## Reading the bands of silica

In silica, a gap of several electronvolts separates the filled electron levels from the empty ones, while room temperature supplies about a fortieth of one. That mismatch makes the oxide an insulator. The table counts the electron states of a cristobalite-type crystal at each energy, as the PBE functional gives them. The density of states is the number of states per electronvolt in a cell of two Si and four O atoms, both spins included. The other columns give the parts of it that resemble the named atomic shells.

Density of states of SiO2 (space group I-42d, conventional a = 5.027 Å, c = 7.379 Å, 6 atoms in the primitive cell), calculated with Ansatz 0.2.0 using scalar-relativistic PBE, plane-wave PAW, a 420 eV cutoff and a 6×6×6 k mesh. The states come from tetrahedra on a 9×9×9 mesh, averaged over 0.2 eV bins. Energies count from the Fermi level; shell parts are summed over sites.

| energy (eV) | density of states total (states/eV/cell) | DOS O 2p (states/eV/cell) | DOS Si 3p (states/eV/cell) | DOS O 2s (states/eV/cell) | DOS Si 3s (states/eV/cell) |
| --- | --- | --- | --- | --- | --- |
| -7.95 | 8.31 | 6.47 | 1.7 | 0.0300 | 0.01 |
| -7.55 | 0 | 0 | 0 | 0.0000 | 0 |
| -7.15 | 0 | 0 | 0 | 0.0000 | 0 |
| -6.75 | 0 | 0 | 0 | 0.0000 | 0 |
| -6.35 | 0 | 0 | 0 | 0.0000 | 0 |
| -5.95 | 0 | 0 | 0 | 0.0000 | 0 |
| -5.55 | 7.36 | 6.04 | 0.85 | 0.3100 | 0.01 |
| -5.15 | 5.6 | 4.98 | 0.33 | 0.1500 | 0.01 |
| -4.75 | 3.86 | 3.54 | 0.17 | 0.0600 | 0 |
| -4.35 | 6.16 | 5.76 | 0.22 | 0.0600 | 0 |
| -3.95 | 3.91 | 3.69 | 0.1 | 0.0500 | 0 |
| -3.55 | 3.97 | 3.77 | 0.05 | 0.0800 | 0.02 |
| -3.15 | 7.89 | 7.67 | 0.08 | 0.0500 | 0.01 |
| -2.75 | 0 | 0 | 0 | 0.0000 | 0 |
| -2.35 | 0 | 0 | 0 | 0.0000 | 0 |
| -1.95 | 0 | 0 | 0 | 0.0000 | 0 |
| -1.55 | 0 | 0 | 0 | 0.0000 | 0 |
| -1.15 | 0 | 0 | 0 | 0.0000 | 0 |
| -0.75 | 0 | 0 | 0 | 0.0000 | 0 |
| -0.35 | 0 | 0 | 0 | 0.0000 | 0 |
| 0.05 | 0 | 0 | 0 | 0.0000 | 0 |
| 0.45 | 0 | 0 | 0 | 0.0000 | 0 |
| 0.85 | 0 | 0 | 0 | 0.0000 | 0 |
| 1.25 | 0 | 0 | 0 | 0.0000 | 0 |
| 1.65 | 0 | 0 | 0 | 0.0000 | 0 |
| 2.05 | 0 | 0 | 0 | 0.0000 | 0 |
| 2.45 | 0 | 0 | 0 | 0.0000 | 0 |
| 2.85 | 0 | 0 | 0 | 0.0000 | 0 |
| 3.25 | 0.16 | 0.01 | 0.02 | 0.0300 | 0.08 |
| 3.65 | 0.29 | 0.02 | 0.05 | 0.0600 | 0.12 |
| 4.05 | 0.43 | 0.03 | 0.1 | 0.0800 | 0.15 |
| 4.45 | 0.58 | 0.04 | 0.16 | 0.1100 | 0.18 |
| 4.85 | 0.82 | 0.06 | 0.25 | 0.1600 | 0.24 |
| 5.25 | 1.13 | 0.09 | 0.37 | 0.2200 | 0.32 |
| 5.65 | 1.02 | 0.09 | 0.38 | 0.1900 | 0.25 |

**1. Which atom owns the highest filled states?**

Oxygen does. At −3.15 eV, O 2p supplies 7.67 of the 7.89 states per electronvolt, and over the whole group from −5.55 to −3.15 eV its share is about 91 %. Oxygen binds its electrons more tightly than silicon, so the valence electrons of both elements end up mostly in oxygen orbitals.

**2. Why do the filled states in the table fall into two groups?**

Each oxygen bridges two silicon atoms and has three 2p orbitals. One combination points towards the silicon neighbours, bonds with them and sinks in energy. The other two bond weakly and stay higher, as lone pairs. Filled bands made mainly of O 2s lie deeper still, below the range of the table.

Four oxygens thus give eight lone-pair bands, with room for 16 electrons. Adding up the upper group, with each row standing for 0.4 eV although it averages over only 0.2 eV, gives 15.5, which agrees within the coarseness of such a sum.

The Si 3p share is a rough guide to how strongly the states in a row bond. It is 20 % at −7.95 eV, the only row shown of the lower group, then 12 % at −5.55 eV, and it falls row by row to 1 % at −3.15 eV. Part of the mixing that remains can come from the bridge angle: at 146° the Si–O–Si link is bent, so the lone pair lying in the plane of the bend can still point somewhat towards silicon. Sideways overlap with Si 3p, which even a straight link allows, can add to it. These are arguments from symmetry, and the table doesn't separate the two.

**3. How wide is the band gap?**

The calculated gap is 5.73 eV, taken from the band edges themselves. The rows would mislead, since the nearest non-zero ones on either side lie 6.4 eV apart. The zero of energy sits in the middle of the gap, so an energy in the table isn't a distance from the highest filled state.

PBE is known to make gaps too small, and experiment puts that of silica at very roughly 9 eV. The calculated gap should therefore not be used as it stands to predict where silica starts to absorb light. The orbital make-up of the bands is usually a safer result than their separation.

**4. What are the lowest empty states made of?**

They are mainly Si 3s, which makes up about half of the density at 3.25 eV, with O 2s adding roughly a fifth. In the lowest state the silicon s orbitals are all in phase. An oxygen p orbital pointing along the bridge then meets one neighbour with its positive lobe and the other with its negative lobe, and the two overlaps largely cancel. An oxygen s orbital meets both with the same sign, so it mixes in, in the antibonding sense.

Higher in the band the phases change from atom to atom and Si 3p enters. By 5.65 eV it has reached 37 %, while Si 3s has dropped to 25 %. Such shares depend on how the atomic shells are defined, so their trend deserves more trust than their exact size.

**5. Why does the density rise so steeply at one edge and so slowly at the other?**

The density at −3.15 eV is about 50 times that at 3.25 eV. Two bands meet at the top of the filled states and only one starts at the bottom of the empty ones, but what matters more is how fast a band's energy changes with the wave vector k, which labels the states. A flat band packs many k values into a narrow range of energy, whereas a steep band spreads them out.

In one direction, the first step in k away from the band edge raises the lowest empty band 6.7 times as much as it lowers the highest filled one. Lone pairs on neighbouring oxygens overlap little, which keeps their bands flat. The empty s-like band runs through silicon and oxygen alike and is wide. The same reasoning suits other oxides in which oxygen lone pairs lie below an empty metal s band.

**6. Can the thin foot be calculated from an electron mass?**

Near its bottom the empty band resembles that of a free electron with a smaller mass m. Higher up it bends away from a parabola, which the simplest correction describes as

E(1 + aE) = ħ²k²/2m,

where E is the energy above the band edge. The number of states up to k grows as k³, so the density of states grows as k² dk/dE, that is, as √(E(1 + aE)) · (1 + 2aE). Band energies at two k points in each of two directions give m = 0.54 electron masses and a ≈ 0.20 per eV; the density of states was not used to find them.

Take the row at 4.45 eV. The edge lies at half the gap, 2.87 eV, so E = 4.45 − 2.87 = 1.58 eV. Free electrons have about 0.0068 √E states per eV and Å³, with E in eV. For a cell of 93 Å³ and the smaller mass, the factor becomes 0.0068 × 93 × 0.54^1.5 ≈ 0.25. The estimate is 0.25 × √(1.58 × 1.32) × 1.63 ≈ 0.59, against 0.58 in the table.

From 3.65 to 4.85 eV the model stays within 9 % of the table. A plain parabola with the same mass matches the first row, perhaps partly by luck, since question 7 gives a reason to think that row too low. At 5.25 eV the parabola is too low by a factor of 2.9. The corrected form is also too low there, by 18 %, and it keeps rising at 5.65 eV, where the table falls. By then the band has reached the boundary of the allowed k values in some directions; it flattens there and afterwards runs out of states, which no formula for a band without a boundary can follow. The printed output compares the model with each row of the foot.

**7. Which entries would a finer k mesh change?**

Probably every row that lies within a band would change a little. The effect is easiest to foresee at the foot of the empty band. The row at 2.85 eV shows zero, yet it averages from 2.75 to 2.95 eV, and the band begins inside that range. A parabola puts about 0.02 there.

The program interpolates linearly between k points. In a band that curves upwards, a straight line between two points lies above the true energy, so the states appear too late. This probably also explains why the corrected model exceeds the table by 17 % at 3.25 eV, though only a run with a finer mesh could confirm it. Such a run would sharpen the foot but leave the gap nearly as it is, because both band edges lie at k = 0, which the mesh already contains. The error of the gap comes mainly from the functional.

Printed output of the fit:

```
Si-O-Si angle from cell and bond length (degrees): 146
band gap from the band edges (eV): 5.734
distance between the nearest non-zero rows across the gap (eV): 6.4
electrons in the upper filled group from the rows at 0.4 eV spacing: 15.5
empty stretch between the two filled groups on listed k points (eV): 2.022
O 2p share summed over the upper filled group (%): 91.48
Si 3p share at -7.95 (%): 20.46
Si 3p share at -5.55 (%): 11.55
Si 3p share at -3.15 (%): 1.014
O 2s share at -5.55 (%): 4.212
Si 3s share at 3.25 (%): 50
Si 3s share at 5.65 (%): 24.51
Si 3p share at 3.25 (%): 12.5
Si 3p share at 5.65 (%): 37.25
mean O 2s share in the rows from 3.25 up (%): 19.23
density of states at -3.15 over that at 3.25 (ratio): 49.31
first k step in one direction, rise of lowest empty band over fall of top filled band (ratio): 6.747
edge mass in the two directions, mean (electron masses): 0.5409
model density of states in the rows from 3.25 up (states/eV/cell): 0.187, 0.3154, 0.4495, 0.5945, 0.7522, 0.9233, 1.108
miss of the model in the rows from 3.25 up (%): 16.86, 8.748, 4.525, 2.503, -8.265, -18.29, 8.64
table over plain parabola at 5.25 (ratio): 2.897
parabola averaged over the bin at 2.85 (states/eV/cell): 0.02014
```
